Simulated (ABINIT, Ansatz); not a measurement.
# A GW run on RbBr (Fm-3m) in ABINIT, with inputs changed

A base run on RbBr (Fm-3m), then changed inputs.

Calculated with ABINIT 10.8.3; PBE and many-body steps on it, plane waves.

The database entry behind the starting cell differs from later determinations by our own check (about 0.5 % short), so it need not match the best structure at ambient conditions.

### 1. Starting point

It takes space group Fm-3m (No. 225, cubic). The conventional cell has a = 6.854 Å, b = 6.854 Å, c = 6.854 Å, α = 90.00°, β = 90.00°, γ = 90.00°. Nearest to Rb lie 6 Br at 3.43 Å. Nearest to Br lie 6 Rb at 3.43 Å. Farther neighbours and most contacts between anions are not listed.

The cell and positions come from the Crystallography Open Database and are kept as given unless a step says otherwise.

### 2. Screening, 4×4×4 mesh, 604 bands, screening to 283 eV

This step: ABINIT 10.8.3; RPA screening on PBE, plane waves, norm-conserving pseudopotentials.

The RPA dielectric matrix is built and inverted for each q.

run.abi reads:

```
acell 3*1.0 Angstrom
rprim 
  0.000000000000 3.427000000000 3.427000000000
  3.427000000000 0.000000000000 3.427000000000
  3.427000000000 3.427000000000 -0.000000000000
ntypat 2
znucl 37 35
natom 2
typat 1 2
xred 
  0.000000000000 0.000000000000 0.000000000000
  0.500000000000 0.500000000000 0.500000000000
pp_dirpath "pseudos"
pseudos "Rb.upf, Br.upf"
ecut 19
ngkpt 4 4 4
nshiftk 1
shiftk 0 0 0
kptopt 1
chksymbreak 0
istwfk *1
occopt 1
irdwfk 1
optdriver 3
nband 604
ecuteps 10.4
inclvkb 2
awtr 1
symchi 1
indata_prefix "in"
outdata_prefix "out"
tmpdata_prefix "tmp"
```

On the command line:

```console
OMP_NUM_THREADS=1 mpirun -n 4 abinit run.abi > log
```

Output:

```text
.Version 10.8.3 of ABINIT. v10.8.2 released Aug 2026.

 Symmetries : space group Fm -3 m (#225); Bravais cF (face-center cubic)
[... echo of the input left out ...]
== DATASET  1 ==================================================================
-   mpi_nproc: 4, omp_nthreads: 1 (-1 if OMP is not activated)

--- !DatasetInfo
iteration_state: {dtset: 1, }
dimensions: {natom: 2, nkpt: 8, mband: 604, nsppol: 1, nspinor: 1, nspden: 1, mpw: 2180, }
cutoff_energies: {ecut:  19.0, pawecutdg:  -1.0, }
electrons: {nelect:   1.60000000E+01, charge:   0.00000000E+00, occopt:   1.00000000E+00, tsmear:   1.00000000E-02, }

 SCREENING: Calculation of the susceptibility and dielectric matrices

 Based on a program developped by R.W. Godby, V. Olevano, G. Onida, and L. Reining.
 Incorporated in ABINIT by V. Olevano, G.-M. Rignanese, and M. Torrent.
.Using double precision arithmetic ; gwpc =  8

[... cell and pseudopotentials left out ...]
--------------------------------------------------------------------------------

 ==== K-mesh for the wavefunctions ====
 Number of points in the irreducible wedge :     8
[... list of points left out ...]
 Together with 48 symmetry operations and time-reversal symmetry
 yields    64 points in the full Brillouin Zone.

 ==== Q-mesh for the screening function ====
 Number of points in the irreducible wedge :     8
[... list of points left out ...]
 Together with 48 symmetry operations and time-reversal symmetry
 yields    64 points in the full Brillouin Zone.

 setmesh: FFT mesh size selected  =    32x   32x   32
          total number of points  =        32768

 vcoul_init : cutoff-mode = AUXILIARY_FUNCTION
 q-points for optical limit:   1
     1)      0.000010    0.000020    0.000030

- screening: taking advantage of time-reversal symmetry
- Maximum band index for partially occupied states nbvw = 8
- Remaining bands to be divided among processors   nbcw = 596
- Number of bands treated by each node ~149

 Number of electrons calculated from density =   16.0000; Expected =   16.0000
 average of density, n =  0.029454
 r_s =    2.0087
 omega_plasma =   16.5551 [eV]

 calculating chi0 at frequencies [eV] :
  1    0.000000E+00    0.000000E+00
  2    0.000000E+00    1.655507E+01

--------------------------------------------------------------------------------
  q-point number  1        q = ( 0.000000, 0.000000, 0.000000) [r.l.u.]
--------------------------------------------------------------------------------
[... chi0 elements left out ...]
 For q-point:  0.000010 0.000020 0.000030
  dielectric constant =   2.3653
  dielectric constant without local fields =   2.8438

  Average fulfillment of the sum rule on Im[epsilon] for q-point    1 :     99.29  [%]
[... wings left out ...]
  q-point number  2        q = ( 0.250000, 0.000000, 0.000000) [r.l.u.]
--------------------------------------------------------------------------------
[... chi0 elements left out ...]
  Average fulfillment of the sum rule on Im[epsilon] for q-point    2 :    100.95  [%]

 [... 6 further q-points ...]
```

Wall time 9.1 min (4 MPI ranks of Arm Neoverse V1, shared host); peak memory 3.3 GiB.

This step gave:

* ε∞ with local fields, on this mesh, along the program's q direction: 2.365
* the same without local fields: 2.844
* plasma frequency: 16.56 eV
* plane waves in the screening matrix: 893

Local fields lower ε∞ by 17 %.

### 3. Base

The self-energy is evaluated for the states that the input lists, and the levels follow from it, in one-shot runs by the linearised quasiparticle equation.

This step: G0W0 on PBE, plane waves, norm-conserving pseudopotentials.

Edit run.abi of step 2 so:

```diff
@@ -23,8 +23,15 @@
 irdwfk 1
-optdriver 3
+optdriver 4
 nband 604
+gwcalctyp 0
+ecutsigx 19
+symsigma 1
+nkptgw 1
+kptgw 
+  0.0000000000 0.0000000000 0.0000000000
+bdgw 
+  6 12
 ecuteps 10.4
-inclvkb 2
-awtr 1
-symchi 1
+irdscr 1
+ppmodel 1
 indata_prefix "in"
```

Output:

```text
.Version 10.8.3 of ABINIT. v10.8.2 released Aug 2026.

 Symmetries : space group Fm -3 m (#225); Bravais cF (face-center cubic)
[... echo of the input left out ...]
== DATASET  1 ==================================================================
-   mpi_nproc: 4, omp_nthreads: 1 (-1 if OMP is not activated)

--- !DatasetInfo
iteration_state: {dtset: 1, }
dimensions: {natom: 2, nkpt: 8, mband: 604, nsppol: 1, nspinor: 1, nspden: 1, mpw: 2180, }
cutoff_energies: {ecut:  19.0, pawecutdg:  -1.0, }
electrons: {nelect:   1.60000000E+01, charge:   0.00000000E+00, occopt:   1.00000000E+00, tsmear:   1.00000000E-02, }

 SIGMA: Calculation of the GW corrections

 Based on a program developped by R.W. Godby, V. Olevano, G. Onida, and L. Reining.
 Incorporated in ABINIT by V. Olevano, G.-M. Rignanese, and M. Torrent.
.Using double precision arithmetic ; gwpc =  8

[... cell and pseudopotentials left out ...]
--------------------------------------------------------------------------------

 ==== K-mesh for the wavefunctions ====
 Number of points in the irreducible wedge :     8
[... list of points left out ...]
 Together with 48 symmetry operations and time-reversal symmetry
 yields    64 points in the full Brillouin Zone.

 ==== Q-mesh for screening function ====
 Number of points in the irreducible wedge :     8
[... list of points left out ...]
 Together with 48 symmetry operations and time-reversal symmetry
 yields    64 points in the full Brillouin Zone.

 vcoul_init : cutoff-mode = AUXILIARY_FUNCTION
 q-points for optical limit:   1
     1)      0.000010    0.000020    0.000030
 setmesh: FFT mesh size selected  =    36x   36x   36
          total number of points  =        46656

 Number of electrons calculated from density =   16.0000; Expected =   16.0000
 average of density, n =  0.029454
 r_s =    2.0087
 omega_plasma =   16.5551 [eV]

 === KS Band Gaps ===
  >>>> For spin  1
   Minimum direct gap =   4.3636 [eV], located at k-point      :   0.0000  0.0000  0.0000
   Fundamental gap    =   4.3636 [eV], Top of valence bands at :   0.0000  0.0000  0.0000
                                       Bottom of conduction at :   0.0000  0.0000  0.0000
 SIGMA fundamental parameters:
 PLASMON POLE MODEL  1
 number of plane-waves for SigmaX                 2109
 number of plane-waves for SigmaC and W            893
 number of plane-waves for wavefunctions          2109
 number of bands                                   604
 number of independent spin polarizations            1
 number of spinorial components                      1
 number of k-points in IBZ                           8
 number of q-points in IBZ                           8
 number of symmetry operations                      48
 number of k-points in BZ                           64
 number of q-points in BZ                           64
 number of frequencies for dSigma/dE                 9
 frequency step for dSigma/dE [eV]                0.25
 number of omega for Sigma on real axis              0
 max omega for Sigma on real axis  [eV]           0.00
 zcut for avoiding poles [eV]                     0.10

 EPSILON^-1 parameters (SCR file):
 dimension of the eps^-1 matrix on file            893
 dimension of the eps^-1 matrix used               893
 number of plane-waves for wavefunctions          2109
 number of bands                                   604
 number of q-points in IBZ                           8
 number of frequencies                               2
 number of real frequencies                          1
 number of imag frequencies                          1

 matrix elements of self-energy operator (all in [eV])

 Perturbative Calculation

--- !SelfEnergy_ee
iteration_state: {dtset: 1, }
kpoint     : [   0.000,    0.000,    0.000, ]
spin       : 1
KS_gap     :    4.364
QP_gap     :    6.888
Delta_QP_KS:    2.524
data: !SigmaeeData |
     Band     E0 <VxcDFT>   SigX SigC(E0)      Z dSigC/dE  Sig(E)    E-E0       E
        6  -1.042 -12.668 -16.491   1.353   0.811  -0.233 -14.672  -2.003  -3.045
        7  -1.042 -12.668 -16.491   1.353   0.811  -0.233 -14.672  -2.003  -3.045
        8  -1.042 -12.668 -16.491   1.353   0.811  -0.233 -14.672  -2.003  -3.045
        9   3.322  -6.375  -2.894  -2.880   0.867  -0.153  -5.854   0.521   3.843
       10   6.243  -7.381  -3.248  -3.002   0.862  -0.160  -6.406   0.974   7.218
       11   6.243  -7.381  -3.248  -3.002   0.862  -0.160  -6.406   0.974   7.218
       12   6.243  -7.381  -3.248  -3.002   0.862  -0.160  -6.406   0.974   7.218

== END DATASET(S) ==============================================================
================================================================================

 -outvars: echo values of variables after computation  --------
           etotal      0.0000000000E+00
            nband         604
             nkpt           8
          spgroup         225
 [... the other variables as echoed above ...]

 Calculation completed.
```

It took 5.1 min on 4 MPI ranks; peak memory 4.5 GiB; 20 min of CPU time.

Numbers from this step:

```yaml
g0w0_gap_on_the_points_computed: 6.888 eV
starting_gap_on_the_mesh: 4.364 eV
k_of_the_valence_top: 0, 0, 0
k_of_the_conduction_bottom: 0, 0, 0
z_at_the_valence_top: 0.811
z_at_the_conduction_bottom: 0.867
least_direct_g0w0_gap_on_the_computed_points: 6.888 eV
```

The gap on the mesh goes from 4.36 eV to 6.89 eV, a correction of +2.52 eV.

### 4. Smaller part of the screening matrix

Edit run.abi of step 3 so:

```diff
@@ -33,3 +33,3 @@
   6 12
-ecuteps 10.4
+ecuteps 2.6
 irdscr 1
```

Output:

```text
.Version 10.8.3 of ABINIT. v10.8.2 released Aug 2026.

 Symmetries : space group Fm -3 m (#225); Bravais cF (face-center cubic)
[... echo of the input left out ...]
== DATASET  1 ==================================================================
-   mpi_nproc: 4, omp_nthreads: 1 (-1 if OMP is not activated)

--- !DatasetInfo
iteration_state: {dtset: 1, }
dimensions: {natom: 2, nkpt: 8, mband: 604, nsppol: 1, nspinor: 1, nspden: 1, mpw: 2180, }
cutoff_energies: {ecut:  19.0, pawecutdg:  -1.0, }
electrons: {nelect:   1.60000000E+01, charge:   0.00000000E+00, occopt:   1.00000000E+00, tsmear:   1.00000000E-02, }

 SIGMA: Calculation of the GW corrections

 Based on a program developped by R.W. Godby, V. Olevano, G. Onida, and L. Reining.
 Incorporated in ABINIT by V. Olevano, G.-M. Rignanese, and M. Torrent.
.Using double precision arithmetic ; gwpc =  8

[... cell and pseudopotentials left out ...]
--------------------------------------------------------------------------------

 ==== K-mesh for the wavefunctions ====
 Number of points in the irreducible wedge :     8
[... list of points left out ...]
 Together with 48 symmetry operations and time-reversal symmetry
 yields    64 points in the full Brillouin Zone.

 ==== Q-mesh for screening function ====
 Number of points in the irreducible wedge :     8
[... list of points left out ...]
 Together with 48 symmetry operations and time-reversal symmetry
 yields    64 points in the full Brillouin Zone.

 vcoul_init : cutoff-mode = AUXILIARY_FUNCTION
 q-points for optical limit:   1
     1)      0.000010    0.000020    0.000030
 setmesh: FFT mesh size selected  =    36x   36x   36
          total number of points  =        46656

 Number of electrons calculated from density =   16.0000; Expected =   16.0000
[...]
number of q-points in BZ                           64
 number of frequencies for dSigma/dE                 9
 frequency step for dSigma/dE [eV]                0.25
 number of omega for Sigma on real axis              0
 max omega for Sigma on real axis  [eV]           0.00
 zcut for avoiding poles [eV]                     0.10

 EPSILON^-1 parameters (SCR file):
 dimension of the eps^-1 matrix on file            893
 dimension of the eps^-1 matrix used               113
 number of plane-waves for wavefunctions          2109
 number of bands                                   604
 number of q-points in IBZ                           8
 number of frequencies                               2
 number of real frequencies                          1
 number of imag frequencies                          1

 matrix elements of self-energy operator (all in [eV])

 Perturbative Calculation

--- !SelfEnergy_ee
iteration_state: {dtset: 1, }
kpoint     : [   0.000,    0.000,    0.000, ]
spin       : 1
KS_gap     :    4.364
QP_gap     :    6.629
Delta_QP_KS:    2.265
data: !SigmaeeData |
     Band     E0 <VxcDFT>   SigX SigC(E0)      Z dSigC/dE  Sig(E)    E-E0       E
        6  -1.042 -12.668 -16.491   1.728   0.818  -0.223 -14.381  -1.712  -2.754
        7  -1.042 -12.668 -16.491   1.728   0.818  -0.223 -14.381  -1.712  -2.754
        8  -1.042 -12.668 -16.491   1.728   0.818  -0.223 -14.381  -1.712  -2.754
        9   3.322  -6.375  -2.894  -2.844   0.868  -0.152  -5.822   0.553   3.875
       10   6.243  -7.381  -3.248  -2.936   0.863  -0.158  -6.348   1.033   7.276
       11   6.243  -7.381  -3.248  -2.936   0.863  -0.158  -6.348   1.033   7.276
       12   6.243  -7.381  -3.248  -2.936   0.863  -0.158  -6.348   1.033   7.276

== END DATASET(S) ==============================================================
================================================================================

 -outvars: echo values of variables after computation  --------
           etotal      0.0000000000E+00
            nband         604
             nkpt           8
          spgroup         225
 [... the other variables as echoed above ...]

 Calculation completed.
```

Wall time 9.3 s (4 MPI ranks); peak memory 1.6 GiB; 37 s of CPU time.

Numbers from this step:

```
G0W0 gap on the points computed              : 6.629 eV
starting gap on the mesh                     : 4.364 eV
k of the valence top                         : 0, 0, 0
k of the conduction bottom                   : 0, 0, 0
Z at the valence top                         : 0.818
Z at the conduction bottom                   : 0.868
least direct G0W0 gap on the computed points : 6.629 eV
```

### 5. Side by side

Times are wall times on 4 MPI ranks of Arm Neoverse V1, shared host, good to a factor of about two. A run's time includes the screening step that it read.

| run | mesh | bands | screening cutoff (eV) | DFT gap (eV) | gap on the mesh (eV) | direct (eV) | ε∞ used | time |
| --- | --- | --- | --- | --- | --- | --- | --- | --- |
| base | 4×4×4 | 604 | 283 | 4.364 | 6.888 | 6.888 | 2.37 | 14 min |
| smaller part of the screening matrix | 4×4×4 | 604 | 70.7 | 4.364 | 6.629 | 6.629 | 2.37 | 9.3 min |

### 6. Summary of results

| Property | Result |
| --- | --- |
| base | 6.888 eV |
| smaller part of the screening matrix | 6.629 eV |
| known limits | not at the basis limit; no spin-orbit coupling |

In words: Smaller part of the screening matrix: −0.259 eV against base (keys changed: ecuteps). Bands and cutoff are finite, so the gap is not at the basis limit. The miss can reach some tenths of an eV and take either sign; the mesh is an error of its own. In the G0W0 runs levels were corrected at 1 k point alone, so a gap called «on the mesh» is the least over those, and an edge elsewhere would be missed. The many-body steps are scalar-relativistic: spin-orbit coupling is not in them.

[Paths, hosts, dates, memory and timing lines, banners, echoed tables and standing remarks are left out of the program output.]

[Logs are printed without paths, hosts, clocks, repeated set-up lines and the standing remarks that a program may print on its own settings, such as how far it seeks lower states.]

[Runs of the session that timed out or met a known fault of the program may be left out.]

[Hosts, paths, dates, database ids (printed as entryN), source tags and the programs' standing remarks are cut or masked in the printed files.]

[G0W0 gaps are taken among the corrected bands and points alone; a level outside them can change the order at an edge.]

[Where Ansatz stands beside ABINIT at settings called matched, ABINIT's density can come from a denser mesh and the files from another edition; pairs whose starting gaps differed by over 0.03 eV were left out, so agreement reads better than it is.]
